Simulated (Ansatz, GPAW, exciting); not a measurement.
# One calculation of MgS, 3 ways

```
S Mg
1.0
     0.00000    2.83312    2.83312
     2.83312    0.00000    2.83312
     2.83312    2.83312    0.00000
S Mg
1 1
Direct
  0.25000 0.25000 0.25000
  0.00000 0.00000 0.00000
```

The cell comes from a database or a generator and needn't be the stable form of this composition.

Alike in all runs: task single point; functional LDA; k mesh 8 × 8 × 8; occupations gaussian, width 0.02 eV; no spin polarisation; no spin-orbit coupling. LDA stands for any of its common fits. Pressure is positive in compression and, in plane waves, holds the error of the finite cutoff.

```
                                                         program and potentials  plane-wave cutoff (eV)  notes  band gap (eV)  pressure (GPa)
                                 Ansatz, all-electron LAPW, scalar-relativistic                       -      -           3.17           -2.17
     GPAW, the program's PAW data sets (release 1.2.1) made for this functional                     800      -           3.17           -2.19
exciting, all-electron LAPW+lo, shipped species files, valence relativity iora*                       -      -           3.17               -
```

All agree on the band gap. The pressure spans -2.19 (GPAW, the program's PAW data sets (release 1.2.1) made for this functional) to -2.17 GPa (Ansatz, all-electron LAPW, scalar-relativistic), with all-electron results at -2.17.

Differences between rows come from potentials, basis sets and numerical settings, since the functional is the same but for its coding. Runs on potential files found faulty are left out.

The coordinates describe zincblende MgS, with each atom tetrahedrally surrounded by four of the other kind, whereas the familiar ground state is rocksalt. The gap of 3.17 eV reflects the strongly ionic bonding: the valence band top is mainly S 3p, while the lowest conduction states are antibonding, with cation and anion s character. Agreement between PAW and all-electron treatments suggests that the description of the cores hardly affects this gap, but it doesn't make the value a good estimate of the measured one. Zincblende MgS is known to have a considerably wider gap, and the shortfall is the usual one of LDA Kohn-Sham eigenvalues, which lack the derivative discontinuity of the exchange-correlation potential.

The negative pressures, -2.17 and -2.19 GPa, show that the cell is stretched relative to its LDA equilibrium and would contract on relaxation. This is probably LDA overbinding acting on a lattice constant taken from experiment or from a functional that binds less strongly. With only one structure computed, the energetic preference for rocksalt remains untested.
